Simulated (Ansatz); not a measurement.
# CuO (Tenorite): the cost of one run

Computed with Ansatz 0.2.0 (DFT PBE+U (U_eff = 4 eV on Cu 3d), scalar-relativistic, plane waves, PAW, unless a step's input says otherwise).

**1. Starting point**

Symmetry: C2/c, No. 15, monoclinic system. The conventional cell has a = 4.684 Å, b = 3.423 Å, c = 5.129 Å, α = 90.00°, β = 99.54°, γ = 90.00°. Around Cu (site symmetry -1) lie 4 O at 1.95 to 1.96 Å. O (site symmetry 2) is surrounded by 4 Cu at 1.95 to 1.96 Å.

Coordinates:

```
Cu O
1.0
     2.34185   -1.71130    0.00000
     2.34185    1.71130    0.00000
    -0.85003    0.00000    5.05787
Cu O
2 2
Direct
  0.00000 0.50000 0.00000
  0.50000 0.00000 0.50000
  0.58160 0.41840 0.25000
  0.41840 0.58160 0.75000
```

The moments start at Cu 1.00 μB.

**2. First run, at the start cell**

Contents of input.yaml:

```yaml
crystal:
  lattice:
    - [2.34185, -1.7113, 0.0]
    - [2.34185, 1.7113, 0.0]
    - [-0.8500274268, 0.0, 5.0578693947]
  atoms:
    - { symbol: Cu, position: [0.0, 0.5, 0.0], spin: 1.0 }
    - { symbol: Cu, position: [0.5, 0.0, 0.5], spin: 1.0 }
    - { symbol: O, position: [0.5816, 0.4184, 0.25] }
    - { symbol: O, position: [0.4184, 0.5816, 0.75] }
basis:
  ecutwfc: 420
  ecutrho_ratio: 4
kpoints:
  mp_grid: { grid: [5, 5, 3] }
hamiltonian:
  xc: pbe
  hubbard: { sites: [{ species: Cu, l: d, u_eff: 4.0 }] }
  pseudopotentials: { kind: paw, frozen_core: stored }
scf:
  occupations: { method: gaussian, width: 0.05 }
output:
  forces: true
  stress: true
  eigenvalues: true
  populations: true
  hubbard: { sites: [{ species: Cu, l: d }] }
magnetization:
  spin_polarized: true
```

Run with:

```
$ ansatz run input.yaml --threads 2 --pin off --max-ram 5120MiB --backend cpu --events-out ev --progress --plain --runs-dir out
```

What time and memory should one allow on 2 threads of Intel Xeon at 2.70GHz, shared host?

About 37 s, with a peak of 0.48 GiB.
